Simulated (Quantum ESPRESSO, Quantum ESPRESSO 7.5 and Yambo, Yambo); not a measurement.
## Quasiparticle gap of SiC (Moissanite) in Yambo

Wanted: ground state, empty states, screening and self-energy for SiC (Moissanite).

Method: PBE and many-body steps on it, plane waves, in Quantum ESPRESSO 7.5 and Yambo 5.3.0.

**Experimental background.**

- Gap 3.02 eV: band gap at cryogenic temperature; bulk crystal (literature value) (quoted in “Silicon carbide diodes for neutron detection”, 2020, arxiv:2009.14696).

- Gap 3.03 eV: indirect gap, experimental literature value; quoted from earlier experiment; bulk crystal (quoted in “Charge spill-out and work function of few-layer graphene on SiC(0001)”, 2018, arxiv:1806.04908).

- Gap 3 eV: optical absorption onset, approximate; UV-Vis-NIR transmission; bulk crystal (400 micron semi-insulating 6H-SiC wafer) (“Effects of energetic ion irradiation on WSe2/SiC heterostructures”, 2017, pmc:5482891).

## Step 1: The starting structure

It takes space group P6_3mc (No. 186, hexagonal). Conventional cell: a = 3.081 Å, b = 3.081 Å, c = 15.125 Å, α = 90.00°, β = 90.00°, γ = 120.00°. Nearest to Si lie 4 C at 1.88 to 1.90 Å. Si has 4 C at 1.89 Å nearest. Nearest to Si lie 4 C at 1.89 Å. C has 4 Si at 1.88 to 1.89 Å nearest. C has 4 Si at 1.89 Å nearest. Nearest to C lie 4 Si at 1.89 to 1.90 Å. Farther neighbours are not listed.

The cell and positions come from the Crystallography Open Database and are kept as given unless a step says otherwise.

## Step 2: Ground state

This step: Quantum ESPRESSO 7.5; DFT, PBE, plane waves, norm-conserving pseudopotentials.

The ground-state density comes first.

Input file pw.in:

```
&control
  calculation = 'scf'
  prefix = 'x'
  outdir = 'o'
  pseudo_dir = 'pseudo'
/
&system
  ibrav = 0
  nat = 12
  ntyp = 2
  ecutwfc = 74.0
  nbnd = 34
  force_symmorphic = .true.
/
&electrons
  conv_thr = 1e-10
  electron_maxstep = 80
  mixing_beta = 0.5
/
ATOMIC_SPECIES
  Si 28.085 Si.upf
  C 12.011 C.upf
CELL_PARAMETERS angstrom
  3.0810000000 -0.0000000000 0.0000000000
  -1.5405000000 2.6682242691 0.0000000000
  0.0000000000 0.0000000000 15.1248000000
ATOMIC_POSITIONS crystal
  Si 0.0000000000 0.0000000000 0.0000000000
  Si 0.0000000000 0.0000000000 0.5000000000
  Si 0.3333333333 0.6666666667 0.1664000000
  Si 0.6666666667 0.3333333333 0.6664000000
  Si 0.6666666667 0.3333333333 0.3329000000
  Si 0.3333333333 0.6666666667 0.8329000000
  C 0.3333333333 0.6666666667 0.0412000000
  C 0.6666666667 0.3333333333 0.5412000000
  C 0.6666666667 0.3333333333 0.2080000000
  C 0.3333333333 0.6666666667 0.7080000000
  C 0.0000000000 0.0000000000 0.3746000000
  C 0.0000000000 0.0000000000 0.8746000000
K_POINTS automatic
  6 6 2 0 0 0
```

Command:

```console
> OMP_NUM_THREADS=1 mpirun -n 16 pw.x -nk 8 -in pw.in > pw.out
```

What it wrote:

```text
Program PWSCF v.7.5 starts

     This program is part of the open-source Quantum ESPRESSO suite
     for quantum simulation of materials; please cite
         "P. Giannozzi et al., J. Phys.:Condens. Matter 21 395502 (2009);
         "P. Giannozzi et al., J. Phys.:Condens. Matter 29 465901 (2017);
         "P. Giannozzi et al., J. Chem. Phys. 152 154105 (2020);
     in publications or presentations arising from this work. More details at
     Message from routine setup:
     using ibrav=0 with symmetry is DISCOURAGED, use correct ibrav instead

     bravais-lattice index     =            0
     lattice parameter (alat)  =       5.8222  a.u.
     unit-cell volume          =     839.0740 (a.u.)^3
     number of atoms/cell      =           12
     number of atomic types    =            2
     number of electrons       =        48.00
     number of Kohn-Sham states=           34
     kinetic-energy cutoff     =      74.0000  Ry
     charge density cutoff     =     296.0000  Ry
     scf convergence threshold =      1.0E-10
     mixing beta               =       0.5000
     number of iterations used =            8  plain     mixing
     Exchange-correlation= PBE
                           (   1   4   3   4   0   0   0)

     celldm(1)=   5.822246  celldm(2)=   0.000000  celldm(3)=   0.000000
     celldm(4)=   0.000000  celldm(5)=   0.000000  celldm(6)=   0.000000

     crystal axes: (cart. coord. in units of alat)
               a(1) = (   1.000000  -0.000000   0.000000 )
               a(2) = (  -0.500000   0.866025   0.000000 )
               a(3) = (   0.000000   0.000000   4.909056 )

     reciprocal axes: (cart. coord. in units 2 pi/alat)
               b(1) = (  1.000000  0.577350 -0.000000 )
               b(2) = (  0.000000  1.154701 -0.000000 )
               b(3) = ( -0.000000 -0.000000  0.203705 )
     Pseudo is Norm-conserving + core correction, Zval =  4.0
     Generated using ONCVPSP code by D. R. Hamann
     Using radial grid of 1510 points,  6 beta functions with:
     Pseudo is Norm-conserving + core correction, Zval =  4.0
     Generated using ONCVPSP code by D. R. Hamann
     Using radial grid of 1248 points,  4 beta functions with:
     Si                4.00    28.08500     Si( 1.00)
     C                 4.00    12.01100     C ( 1.00)

      6 Sym. Ops. (no inversion) found

   Cartesian axes

     site n.     atom                  positions (alat units)
         1        Si     tau(   1) = (   0.0000000   0.0000000   0.0000000  )
         2        Si     tau(   2) = (   0.0000000   0.0000000   2.4545278  )
         3        Si     tau(   3) = (  -0.0000000   0.5773503   0.8168668  )
         4        Si     tau(   4) = (   0.5000000   0.2886751   3.2713946  )
         5        Si     tau(   5) = (   0.5000000   0.2886751   1.6342246  )
         6        Si     tau(   6) = (  -0.0000000   0.5773503   4.0887523  )
         7        C      tau(   7) = (  -0.0000000   0.5773503   0.2022531  )
         8        C      tau(   8) = (   0.5000000   0.2886751   2.6567808  )
         9        C      tau(   9) = (   0.5000000   0.2886751   1.0210835  )
        10        C      tau(  10) = (  -0.0000000   0.5773503   3.4756113  )
        11        C      tau(  11) = (   0.0000000   0.0000000   1.8389322  )
        12        C      tau(  12) = (   0.0000000   0.0000000   4.2934599  )

     number of k points=    14
                       cart. coord. in units 2pi/alat
        k(    1) = (   0.0000000   0.0000000   0.0000000), wk =   0.0277778
        k(    2) = (   0.0000000   0.0000000  -0.1018526), wk =   0.0277778
        k(    3) = (   0.0000000   0.1924501   0.0000000), wk =   0.1666667
        k(    4) = (   0.0000000   0.1924501  -0.1018526), wk =   0.1666667
        k(    5) = (   0.0000000   0.3849002   0.0000000), wk =   0.1666667
        k(    6) = (   0.0000000   0.3849002  -0.1018526), wk =   0.1666667
        k(    7) = (   0.0000000  -0.5773503   0.0000000), wk =   0.0833333
        k(    8) = (   0.0000000  -0.5773503  -0.1018526), wk =   0.0833333
        k(    9) = (   0.1666667   0.2886751   0.0000000), wk =   0.1666667
        k(   10) = (   0.1666667   0.2886751  -0.1018526), wk =   0.1666667
        k(   11) = (   0.1666667   0.4811252   0.0000000), wk =   0.3333333
        k(   12) = (   0.1666667   0.4811252  -0.1018526), wk =   0.3333333
        k(   13) = (   0.3333333   0.5773503   0.0000000), wk =   0.0555556
        k(   14) = (   0.3333333   0.5773503  -0.1018526), wk =   0.0555556

     Dense  grid:    72085 G-vectors     FFT dimensions: (  32,  32, 160)

     Initial potential from superposition of free atoms

     starting charge      47.9961, renormalised to      48.0000
     Starting wfcs are   48 randomized atomic wfcs

     per-process dynamical memory:    36.5 Mb

     Self-consistent Calculation

     iteration #  1     ecut=    74.00 Ry     beta= 0.50

     total energy              =    -122.61579246 Ry
     estimated scf accuracy    <       2.57391178 Ry

     iteration #  2     ecut=    74.00 Ry     beta= 0.50

     total energy              =    -123.23009936 Ry
     estimated scf accuracy    <       0.10180353 Ry

     iteration #  3     ecut=    74.00 Ry     beta= 0.50

     total energy              =    -123.23332268 Ry
     estimated scf accuracy    <       0.02291710 Ry

     iteration #  4     ecut=    74.00 Ry     beta= 0.50

     total energy              =    -123.23752144 Ry
     estimated scf accuracy    <       0.00918855 Ry

     iteration #  5     ecut=    74.00 Ry     beta= 0.50

     total energy              =    -123.23655452 Ry
     estimated scf accuracy    <       0.00251945 Ry

     iteration #  6     ecut=    74.00 Ry     beta= 0.50

     total energy              =    -123.23744451 Ry
     estimated scf accuracy    <       0.00012799 Ry

     iteration #  7     ecut=    74.00 Ry     beta= 0.50

     total energy              =    -123.23720424 Ry
     estimated scf accuracy    <       0.00061501 Ry

     iteration #  8     ecut=    74.00 Ry     beta= 0.50

     total energy              =    -123.23732301 Ry
     estimated scf accuracy    <       0.00000039 Ry

     iteration #  9     ecut=    74.00 Ry     beta= 0.50

     total energy              =    -123.23732487 Ry
     estimated scf accuracy    <       0.00000103 Ry

     iteration # 10     ecut=    74.00 Ry     beta= 0.50

     total energy              =    -123.23732492 Ry
     estimated scf accuracy    <       0.00000016 Ry

     iteration # 11     ecut=    74.00 Ry     beta= 0.50

     total energy              =    -123.23732493 Ry
     estimated scf accuracy    <       0.00000003 Ry

     iteration # 12     ecut=    74.00 Ry     beta= 0.50

     total energy              =    -123.23732493 Ry
     estimated scf accuracy    <       0.00000004 Ry

     iteration # 13     ecut=    74.00 Ry     beta= 0.50

     total energy              =    -123.23732494 Ry
     estimated scf accuracy    <          3.7E-10 Ry

     iteration # 14     ecut=    74.00 Ry     beta= 0.50

     total energy              =    -123.23732494 Ry
     estimated scf accuracy    <          1.2E-09 Ry

     iteration # 15     ecut=    74.00 Ry     beta= 0.50

     total energy              =    -123.23732494 Ry
     estimated scf accuracy    <          1.2E-10 Ry

     iteration # 16     ecut=    74.00 Ry     beta= 0.50

     End of self-consistent calculation

          k = 0.0000 0.0000 0.0000 (  8941 PWs)   bands (ev):

    -5.9269  -5.4210  -5.3560  -3.8965  -3.8338  -2.3695   0.9408   3.2765
     3.3221   7.0857   7.1327   8.3758   8.3758   8.5558   8.5558   8.6806
     8.6806   9.1281   9.1281   9.2402   9.2402   9.4926   9.5283   9.5283
    14.6927  14.8641  15.2659  15.7770  15.8043  16.1861  16.4453  16.4453
    16.6747  16.8726

          k = 0.0000 0.0000-0.1019 (  8898 PWs)   bands (ev):

    -5.7918  -5.7918  -4.7331  -4.7331  -2.9098  -2.9098   1.7007   1.7007
     5.1834   5.1834   8.4342   8.4342   8.4342   8.4342   8.7605   8.7605
     8.8868   8.8868   8.8868   8.8868   9.4334   9.4334   9.4334   9.4334
    14.7598  14.7598  15.4995  15.4995  16.1682  16.1683  16.5381  16.5381
    16.5383  16.5383

          k = 0.0000 0.1925 0.0000 (  8976 PWs)   bands (ev):

    -5.4479  -4.9491  -4.8832  -3.4507  -3.3865  -1.9729   1.3728   3.5487
     3.5946   6.2016   6.3534   6.4549   6.9520   7.0265   7.6320   7.7536
     7.8933   7.9287   8.0148   8.2015   8.7381   8.8255   9.1886   9.2893
    14.2487  14.6268  14.7231  15.4049  15.8834  16.3009  16.6568  16.7761
    17.0149  17.1507

          k = 0.0000 0.1925-0.1019 (  8984 PWs)   bands (ev):

     [... further k-points ...]

     highest occupied, lowest unoccupied level (ev):     9.5283   11.5451

!    total energy              =    -123.23732494 Ry
     estimated scf accuracy    <          5.3E-12 Ry

     The total energy is the sum of the following terms:
     one-electron contribution =      33.48764344 Ry
     hartree contribution      =      14.07780957 Ry
     xc contribution           =     -45.33935101 Ry
     ewald contribution        =    -125.46342694 Ry

     convergence has been achieved in  16 iterations

     XML data file, charge density, pseudopotentials, collected wavefunctions

=------------------------------------------------------------------------------=
   JOB DONE.
=------------------------------------------------------------------------------=
```

Run time: 12 s. Hardware: 16 MPI ranks of Arm Neoverse V2, shared host; peak memory 1.3 GiB.

This step gave:

```yaml
total_energy: -1676.7292 eV
gap: 2.017 eV
k_of_the_valence_top: 0, 0, 0
k_of_the_conduction_bottom: 0, -0.5, 0
least_direct_gap: 3.123 eV
```

The gap is indirect, with the least direct gap 1.11 eV higher.

(Continued in part 2 of 3.)

[Paths, hosts, dates, memory and timing lines, banners, echoed tables and standing remarks are left out of the program output.]

[Logs are printed without paths, hosts, clocks, repeated set-up lines and the standing remarks that a program may print on its own settings, such as how far it seeks lower states.]

[Runs of the session that timed out or met a known fault of the program may be left out.]

[Hosts, paths, dates, database ids (printed as entryN), source tags and the programs' standing remarks are cut or masked in the printed files.]
